Kohn-Sham band gaps of PbSe (Fm-3m, 2 atoms, cell not relaxed) in several programs, without spin polarisation and with 0.05 eV Fermi-Dirac smearing. The SIESTA 5.4.2 basis is DZP in run (1) and SZP in run (2). The measured gap is 0.2 eV, from ARPES between quantized subbands of a film at the bulk L point, 130 K (arXiv:1712.07894; values found: 0.15 to 0.26 eV).

| program | functional | how the value is got | potentials or basis | wave cutoff (eV) | k-mesh | computed band gap (eV) | computed less measured (eV) |
| --- | --- | --- | --- | --- | --- | --- | --- |
| ABINIT 10.8.3 (1) | LDA | Kohn-Sham, on the mesh | PseudoDojo NC SR LDA v0.4.1 standard | 1061 | 6x6x6 | 0.194 | -0.01 |
| ABINIT 10.8.3 (2) | PBE with spin-orbit coupling | Kohn-Sham, on the mesh | PseudoDojo NC FR PBE v0.4 standard | 1061 | 6x6x6 | 0.194 | -0.01 |
| ABINIT 10.8.3 (3) | LDA | Kohn-Sham, on the mesh | JTH PAW LDA v2.0 sp | 272 | 6x6x6 | 0.205 | 0.00 |
| ABINIT 10.8.3 (4) | PBEsol | Kohn-Sham, on the mesh | PseudoDojo NC SR PBEsol v0.4.1 standard | 1061 | 6x6x6 | 0.212 | 0.01 |
| GPAW 26.7.0 (1) | PBE | Kohn-Sham, on the mesh | GPAW PAW data sets (gpaw data 1.2.1) | 600 | 8x8x8 | 0.242 | 0.04 |
| FLEUR MaX-R8.1 (later development tree) | PBE | Kohn-Sham, on the mesh | all electron | n/a | 8x8x8 | 0.291 | 0.09 |
| GPAW 26.7.0 (2) | BLYP | Kohn-Sham, on the mesh | PAW data sets made by gpaw setup for the functional | 600 | 8x8x8 | 0.375 | 0.17 |
| SIESTA 5.4.2 (1) | vdW-DF-cx | Kohn-Sham, on the mesh | PseudoDojo 0.4 standard, converted to PSML | n/a | 8x8x8 | 0.383 | 0.18 |
| SIESTA 5.4.2 (2) | PBE | Kohn-Sham, on the mesh | PseudoDojo 0.4 standard, converted to PSML | n/a | 8x8x8 | 0.447 | 0.25 |
| ABINIT 10.8.3 (5) | r2SCAN | Kohn-Sham, on the mesh | JTH PAW PBE v2.0 sp | 490 | 8x8x8 | 0.605 | 0.40 |

Three sizes are worth remembering for the band gap of PbSe. Changing the program or the potentials moves it by a few hundredths of an electronvolt. Changing the functional, or cutting the basis too far, can move it by one or two tenths, and by more than three in the doubtful r2SCAN run. Spin-orbit coupling probably shifts the two band edges against each other by four or five tenths, which is more than the gap itself, yet only one row of the table includes it.

The first four rows lie within about 0.01 eV of the measured gap, and this looks like a strong recommendation. Two of them deserve a closer look: LDA without spin-orbit coupling and PBE with it both print 0.194 eV. The first leaves out an effect that is large in lead compounds, and the second includes it. Their agreement with each other and with experiment is a reason for suspicion, because a printed gap carries no sign.

## A gap that may have passed through zero

In PbSe the band edges lie at the point L of the Brillouin zone. The upper edge of the filled bands is mainly Se 4p with some Pb 6s, and the lower edge of the empty bands is mainly Pb 6p. Spin-orbit coupling pushes the Pb 6p edge down. A small push narrows the gap. A larger one carries the Pb level below the Se level, and a gap opens again with the two edges exchanged.

A program sorts levels by energy and reports the distance between the highest filled and the lowest empty one. That distance is positive in either case. The coupled PBE value can therefore be read in two ways, and PBE without coupling, 0.242 eV in GPAW and 0.291 eV in FLEUR, shows what each reading demands.

If the edges keep their normal order, coupling has closed the gap at L by only 0.05 to 0.10 eV. If they are exchanged, it has moved them by 0.44 to 0.49 eV, since the gap first had to vanish and then reopen. Both figures need gaps taken at L, and the outputs of the three runs confirm that they are. Each run also reports an electronic entropy from its thermal smearing, and this entropy is what the two band edges at the L points alone would give. The width of each range is the disagreement between the two programs. No run gives PBE without coupling in ABINIT, so each figure also carries a change of program and potentials, which weighs most on the smaller one.

## How strongly lead pulls its level down

A small model tells which size is natural. In the crystal, the three Pb p orbitals at L split into a single level, which forms the band edge, and a pair lying higher by an energy D. Spin-orbit coupling of strength ζ mixes the single level with the pair. The two-by-two problem gives the lowering x of the edge:

x (x + D − ζ/2) = ζ²/2

When D is much larger than ζ, this becomes x ≈ ζ²/(2D). The lowering then grows with the square of the coupling strength and shrinks as the crystal splits the p levels further apart. This is the rule to carry to a neighbouring compound: look for a band edge made of p orbitals of a heavy atom, and ask how close the other p levels lie.

For the free neutral lead atom, ζ is roughly 0.9 eV, a value recalled from atomic spectra. Take D = 2 eV as a trial value. Then D − ζ/2 = 1.55 eV, and

x = ½ [√(1.55² + 2 × 0.9²) − 1.55] ≈ 0.23 eV.

With these values the scale is a few tenths of an electronvolt. This estimate uses no row of the table. It is sensitive to ζ, which enters squared: ζ is expected to be larger for a lead cation, and smaller for a band that is only partly Pb 6p.

The model can also be run backwards, from the PBE rows to the splitting that each reading requires. Normal order needs a D of 4.5 eV with the FLEUR gap and 8.8 eV with the GPAW gap, which is very large for levels of one p shell at one point of the zone. Exchanged edges need 0.8 to 0.9 eV if lead does all the shifting, and somewhat more if selenium helps. That is below the trial value of 2 eV, but still a plausible size for such a splitting.

The model leans towards the exchange but doesn't settle it, because neither the true splitting nor the coupling strength in the crystal is known here. With the trial splitting of 2 eV it gives only about half the shift that the exchange requires, though more than twice what normal order allows. It omits the Se 4p edge, which coupling pushes up. That adds to the closing, but it is expected to add little, since the coupling of selenium is several times weaker and enters squared. A stronger argument is that semilocal functionals with spin-orbit coupling are known to exchange the edges of PbSe near this volume. The table alone can't decide, since it holds no symmetry labels of the levels.

## What the good agreement is worth

Suppose the edges are exchanged. The coupled PBE gap at L then counts as −0.194 eV, and against a measured gap of 0.2 eV it is too low by about 0.4 eV, where the table prints an error of −0.01 eV. The smallest gap may then lie slightly away from L, between the points of the mesh, and be smaller than the printed value. Against the lowest measured value, 0.15 eV, the error would be about 0.34 eV, so some of the 0.4 eV may belong to temperature and to the film. Most of it is expected to come from the familiar failing of semilocal functionals, which place empty levels too close to filled ones. In most semiconductors it makes the gap too small; here it would make the order of the bands wrong.

The LDA row without coupling then agrees with experiment because two errors of similar size cancel. The functional makes the gap too small, and leaving out the coupling makes it too large. Such a cancellation gives a usable number for this crystal at this volume, but no reason to trust the same recipe after alloying or straining, where the two errors need not change together.

The r2SCAN row looks worst, at 0.605 eV. If the same closing applied to it, the gap would come down to between 0.12 and 0.17 eV, in normal order and near the measured range. That would make the apparently poorest functional the best one. The run isn't sound enough to carry this conclusion: it uses potentials made for PBE, it reported densities that were too small, and its total energy is positive while that of the LDA run with the same valence electrons is negative. It is a reason to repeat the calculation with consistent potentials and with coupling.

The printed analysis after this text gives the shifts as limits, since the table doesn't say where in the zone each gap lies. It carries the same shift through every row without coupling, on the assumption that the edges are exchanged and that the shift found for PBE holds for the other functionals.

## Choosing a level for a purpose

The accuracy that matters depends on the use. For an infrared detector, a gap of 0.2 eV means a cutoff wavelength near 6 µm, and 0.25 eV means about 5 µm. A difference of 0.05 eV is therefore visible in a device, and it is also the difference between two programs running the same functional. The measured values differ by more than that, from 0.15 to 0.26 eV. Part of this spread is probably temperature, since the gap of PbSe widens on warming. The listed value also comes from a thin film, where confinement widens the gap.

Ranking functionals by hundredths of an electronvolt is thus pointless here. PBEsol exceeds LDA by only 0.018 eV with potentials of the same family, less than the spread between programs for PBE. The step from PBE to BLYP in GPAW, 0.133 eV, is large enough to notice, although the data sets change along with the functional.

The basis must be sound before any functional is judged. PBE in SIESTA with a small basis of short range (one radial function per valence shell, plus polarisation) gives 0.447 eV, which is 0.156 eV above the all-electron result. The same run has a pressure of −11 GPa and its Mulliken charges are positive on selenium, the wrong way round for this compound. Its large gap most likely belongs to the basis and shouldn't be charged to PBE, though no PBE run in a larger SIESTA basis confirms it. The vdW-DF-cx run in the DZP basis lies about 0.09 eV above the all-electron PBE gap, but it differs in functional and basis at once and uses potentials made for PBE, so it can't rank that functional.

Savings are possible elsewhere. The two LDA runs differ by 0.011 eV, yet the norm-conserving potentials use a cutoff that implies nearly eight times as many plane waves as the PAW data sets. For LDA gaps in this cell the softer potentials are good enough. They keep the Pb 5d electrons in the core, so they need a test before use in other compounds. The 8×8×8 mesh has about 1.8 times as many distinct points as the 6×6×6 mesh, and both contain L when centred on Γ.

Spin-orbit coupling doubles the size of each wavefunction, so a full diagonalisation costs about eight times as much; iterative solvers usually pay less. In a cell of two atoms this is a small price for what is probably the largest step in the problem. The coupled run should be followed by a check of the band order. One way is to read the symmetry or the atomic character of the two edges at L. Another is to compress the cell slightly: in the lead salts a normal gap at L shrinks under compression, while an exchanged one grows.

If the order proves to be exchanged, a denser mesh or harder potentials won't repair it. The remedy is a method that opens the gap, such as a hybrid functional or a GW calculation, with the coupling kept in. Both cost far more than any semilocal row here. A GW calculation that starts from exchanged bands should renew the orbitals as well as the energies, because the starting orbitals near L are wrongly mixed. For structures and energies that expense is rarely needed, but for optical or transport properties the order of the bands has to be right before the size of the gap means anything.

Output of the analysis:

```
PBE without coupling, FLEUR less GPAW, eV: 0.049
LDA, PAW less norm-conserving potentials in ABINIT, eV: 0.011
PBEsol less LDA, norm-conserving potentials in ABINIT, eV: 0.018
BLYP less PBE in GPAW, eV: 0.133
PBE, SIESTA minimal basis less FLEUR, eV: 0.156
r2SCAN in ABINIT less PBE in FLEUR, eV: 0.314
normal order, closing at most (scalar PBE from GPAW), eV: 0.048
normal order, closing at most (scalar PBE from FLEUR), eV: 0.097
exchanged edges, closing at least (scalar PBE from GPAW), eV: 0.436
exchanged edges, closing at least (scalar PBE from FLEUR), eV: 0.485
singlet-doublet splitting needed, normal order, GPAW reference, eV: 8.84
singlet-doublet splitting needed, normal order, FLEUR reference, eV: 4.528
singlet-doublet splitting needed, exchanged edges, GPAW reference, eV: 0.9429
singlet-doublet splitting needed, exchanged edges, FLEUR reference, eV: 0.8001
model lowering of the Pb p edge for a splitting of 2 eV, eV: 0.2278
error of coupled PBE if the edges are exchanged, eV: -0.394
Signed gap at L with coupling, if the edges are exchanged in the coupled PBE row:
                                      row  printed gap (eV)  signed estimate with GPAW closing (eV)  signed estimate with FLEUR closing (eV)
                        ABINIT 10.8.3 (1)             0.194                                  -0.242                                   -0.291
                        ABINIT 10.8.3 (2)             0.194                                  -0.194                                   -0.194
                        ABINIT 10.8.3 (3)             0.205                                  -0.231                                    -0.28
                        ABINIT 10.8.3 (4)             0.212                                  -0.224                                   -0.273
                          GPAW 26.7.0 (1)             0.242                                  -0.194                                   -0.243
  FLEUR MaX-R8.1 (later development tree)             0.291                                  -0.145                                   -0.194
                          GPAW 26.7.0 (2)             0.375                                  -0.061                                    -0.11
                         SIESTA 5.4.2 (1)             0.383                                  -0.053                                   -0.102
                         SIESTA 5.4.2 (2)             0.447                                   0.011                                   -0.038
                        ABINIT 10.8.3 (5)             0.605                                   0.169                                     0.12
plane waves, norm-conserving over PAW cutoff in the LDA runs, ratio: 7.704
irreducible k-points, 8x8x8 over 6x6x6 mesh, ratio: 1.812
dense diagonalisation with doubled spinor size, ratio: 8
```
